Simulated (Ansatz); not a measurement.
Gd:

```
Gd
1.0
     3.63600    0.00000    0.00000
    -1.81800    3.14887    0.00000
     0.00000    0.00000    5.78260
Gd
2
Direct
  0.66667 0.33333 0.75000
  0.33333 0.66667 0.25000
```

Alike in all runs: program Ansatz 0.2.0; functional PBE; potentials or basis Ansatz PAW; cutoff 420 eV (not typed: the program's choice for these potentials); k mesh 8 × 8 × 5; occupations fermi-dirac, width 0.05 eV.

The same cell was started in several ways:

```tsv
start	free energy over the lowest (meV/atom)	net moment (μB)	site or absolute moments (μB)	gap
no spin polarisation	7329.1	-	-	none (metal or under the smearing width)
collinear spin, antiferromagnetic start of up to 7 μB	0.0	0.00	Gd +7.25, -7.25	none (metal or under the smearing width)
collinear spin, ferromagnetic start of up to 7 μB	7.3	15.24	Gd +7.34	none (metal or under the smearing width)
collinear spin, ferrimagnetic start of up to 7 μB	0.0	0.00	Gd +7.25, -7.25	none (metal or under the smearing width)
collinear spin, random start of up to 2.01 μB	0.0	0.00	Gd +7.25, -7.25	none (metal or under the smearing width)
```

The spin-polarised runs without a constraint all converged, yet they end up to 7 meV/atom apart: a converged run can sit in a state that isn't the lowest. Allowing spin polarisation gains 7329 meV/atom. A still lower state may exist.

Caveats: spin-orbit coupling is left out, which moves the levels of the heavy elements (some runs); the starting moments weren't kept (some runs).
